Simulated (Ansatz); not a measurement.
Crystal: InPd.

```
In Pd
1.0
     3.27188    0.00000    0.00000
     0.00000    3.27188    0.00000
     0.00000    0.00000    3.27188
In Pd
1 1
Direct
  0.00000 0.00000 0.00000
  0.50000 0.50000 0.50000
```

The cell comes from a database or a generator and needn't be the stable form of this composition.

- Program: Ansatz 0.2.0
- Task: relaxation of cell and atoms
- Functional: PBE
- Potentials or basis: Ansatz PAW
- Cutoff: 420 eV (not typed: the program's choice for these potentials)
- k mesh: 8 × 8 × 8
- Occupations: fermi-dirac, width 0.05 eV
- Spin: no spin polarisation

At the start: volume 17.51 Å³/atom.

Question: Where does the relaxation end?

Answer: It ends after 4 steps and the volume is 18.04 Å³/atom (+3.0 %); space group Pm-3m (No. 221, to 0.05 Å).

The path:
```csv
step,energy change (eV),largest force (eV/Å),volume (Å³)
1,0.0000,0.0000,35.03
2,-0.0108,0.0000,36.17
3,-0.0110,0.0000,36.07
4,-0.0114,0.0000,36.07
```

Final structure:
```yaml
crystal:
  lattice:
    - [3.30408, 0.00000, 0.00000]
    - [0.00000, 3.30408, 0.00000]
    - [0.00000, 0.00000, 3.30408]
  atoms:
    - { symbol: In, position: [0.00000, 0.00000, 0.00000] }
    - { symbol: Pd, position: [0.50000, 0.50000, 0.50000] }
```

Caveat: the plane-wave basis is chosen anew once the cell has moved, so the energies of steps on either side of that aren't comparable.
